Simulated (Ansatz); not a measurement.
The system is CuO.

```xyz
8
Lattice="-2.3418 1.7113 0.0000 0.8500 0.0000 -5.0579 -2.3418 -5.1339 0.0000" Properties=species:S:1:pos:R:3 pbc="T T T"
Cu   -1.1500   -0.8247   -0.0030
Cu   -3.4919   -2.5360   -0.0030
Cu   -3.0669   -0.8247   -2.5320
Cu   -3.0669   -4.2473   -2.5320
O    -1.6834   -0.2483   -3.7964
O    -1.6834   -3.6709   -3.7964
O    -2.1084    0.3103   -1.2675
O    -2.2756   -3.3602   -1.2432
```

The cell isn't the ideal one: atom 8 moved 0.30 Å.

```yaml
Program: Ansatz 0.2.0
Task: relaxation of cell and atoms
Functional: RPBE
Potentials_or_basis: Ansatz PAW
Cutoff: "420 eV (not typed: the program's choice for these potentials)"
k_mesh: 9 × 5 × 5
Occupations: fermi-dirac, width 0.05 eV
Spin: no spin polarisation
```

At the start: volume 10.13 Å³/atom.

Problem. How do energy, volume and symmetry change on relaxing?

Solution. It ends after 21 steps and the volume is 11.61 Å³/atom (+14.6 %); space group P4_2/mmc (No. 131, to 0.05 Å).

Step by step:
```
step  energy change (eV)  largest force (eV/Å)  volume (Å³)
   1              0.0000                2.7241        81.08
   2             -0.4336                1.7473        85.74
   3             -0.6746                0.4942        89.76
   4             -0.7293                0.0130        89.82
   5             -0.7287                0.0064        90.02
   6             -0.7306                0.0046        89.98
   7             -0.8502                0.0054        89.98
   8             -0.8604                0.5913        92.05
   9             -0.9122                0.1091        92.65
  10             -0.9188                0.0183        92.36
  11             -0.9189                0.0117        92.41
  12             -0.9190                0.0003        92.40
  13             -0.9488                0.0020        92.40
  14             -0.9569                0.0008        92.76
  15             -0.9576                0.0003        92.85
  16             -0.9616                0.0004        92.85
  17             -0.9625                0.0011        92.85
  18             -0.9623                0.0005        92.91
  19             -0.9627                0.0005        92.91
  20             -0.9629                0.0002        92.89
  21             -0.9628                0.0002        92.89
```

Final structure:
```cif
data_structure
_symmetry_space_group_name_H-M 'P 1'
_symmetry_Int_Tables_number 1
_cell_length_a 2.9910
_cell_length_b 5.1911
_cell_length_c 6.6842
_cell_angle_alpha 90.003
_cell_angle_beta 116.482
_cell_angle_gamma 90.005
_cell_volume 92.89
loop_
_atom_site_label
_atom_site_type_symbol
_atom_site_fract_x
_atom_site_fract_y
_atom_site_fract_z
_atom_site_occupancy
Cu1 Cu 0.25000 0.00000 0.25000 1
Cu2 Cu 0.75000 0.00000 0.75000 1
Cu3 Cu 0.00000 0.50000 0.50000 1
Cu4 Cu 0.50000 0.50000 0.00000 1
O1 O 0.75000 0.74980 0.25002 1
O2 O 0.24999 0.74980 0.75002 1
O3 O 0.75001 0.25020 0.24998 1
O4 O 0.25000 0.25020 0.74998 1
```

Caveat: the plane-wave basis is chosen anew once the cell has moved, so the energies of steps on either side of that aren't comparable; the pressure holds a Pulay correction of +0.6 GPa for the finite cutoff; the run has no spin polarisation, though such a crystal can be magnetic; the PAW data sets come from PBE, with cores solved anew for the run's functional, which leaves a small shift of forces and pressure.
